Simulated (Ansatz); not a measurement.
Ag:

```
Ag
1.0
    -1.65565    1.65565    1.65565
     1.65565   -1.65565    1.65565
     1.65565    1.65565   -1.65565
Ag
1
Direct
  0.00000 0.00000 0.00000
```

This isn't the form of Ag at room conditions, which is fcc.

* Program: Ansatz 0.2.0
* Task: relaxation of cell and atoms
* Functional: PBEsol
* Dispersion: D3(BJ)
* Potentials or basis: all-electron LAPW, scalar-relativistic
* Basis error allowed: 0.001 eV/atom
* k mesh: 11 × 11 × 11
* Occupations: fermi-dirac, width 0.05 eV
* Spin: no spin polarisation

At the start: volume 18.15 Å³/atom.

How do energy, volume and symmetry change on relaxing?

Over 5 steps the energy falls by 90.3 meV/atom and the volume is 16.04 Å³/atom (-11.6 %); space group Im-3m (No. 229, to 0.05 Å).

Step by step:
| step | energy change (eV) | largest force (eV/Å) | volume (Å³) |
| --- | --- | --- | --- |
| 1 | 0.0000 | 0.0000 | 18.15 |
| 2 | -0.0854 | 0.0000 | 15.63 |
| 3 | -0.0898 | 0.0000 | 16.17 |
| 4 | -0.0903 | 0.0000 | 16.04 |
| 5 | -0.0903 | 0.0000 | 16.04 |

Final structure:
```cif
data_structure
_symmetry_space_group_name_H-M 'P 1'
_symmetry_Int_Tables_number 1
_cell_length_a 2.7519
_cell_length_b 2.7519
_cell_length_c 2.7519
_cell_angle_alpha 109.471
_cell_angle_beta 109.471
_cell_angle_gamma 109.471
_cell_volume 16.04
loop_
_atom_site_label
_atom_site_type_symbol
_atom_site_fract_x
_atom_site_fract_y
_atom_site_fract_z
_atom_site_occupancy
Ag1 Ag 0.00000 0.00000 0.00000 1
```
